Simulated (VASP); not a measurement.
Input of a VASP 6.6.1 run:

The input INCAR:

```
SYSTEM = AlAs
ALGO = Normal
EDIFF = 1E-6
EDIFFG = -0.01
ENCUT = 600
GGA = PE
IBRION = 2
ISIF = 3
ISMEAR = 0
LASPH = .True.
LCHARG = .False.
LREAL = .False.
LWAVE = .False.
NELM = 80
NSW = 90
PREC = Accurate
SIGMA = 0.03
```

The input KPOINTS:

```
k-points
0
Gamma
  10 10 10
  0 0 0
```

Contents of POSCAR:

```
AlAs
1.0
    0.0000000000      2.8304000000      2.8304000000
    2.8304000000      0.0000000000      2.8304000000
    2.8304000000      2.8304000000      0.0000000000
Al As
1 1
Direct
    0.0000000000      0.0000000000      0.0000000000
    0.2500000000      0.2500000000      0.2500000000
```

Potentials or basis: VASP PAW PBE potentials, release 64 (Al, As).

Launch:

```sh
$ cat potpaw_PBE.64/Al/POTCAR potpaw_PBE.64/As/POTCAR > POTCAR
$ mpirun -np 1 vasp_std > vasp.out
```

Predict the relaxed cell.

a = 4.054 Å, b = 4.054 Å, c = 4.054 Å, α = 60.00°, β = 60.00°, γ = 60.00°.

Estimate the space group after relaxing (to 0.05 Å).

F-43m (No. 216).

Predict the band gap on the k mesh.

1.50 eV, indirect (least direct gap 1.76 eV).

Predict the relaxed volume.

23.55 Å³/atom.

Final structure:
```
CELL_PARAMETERS angstrom
0.00000 2.86634 2.86634
2.86634 0.00000 2.86634
2.86634 2.86634 0.00000
ATOMIC_POSITIONS crystal
Al 0.00000 0.00000 0.00000
As 0.25000 0.25000 0.25000
```

A k mesh can miss the band edges. PBE usually gives volumes a little too large and moduli too small.
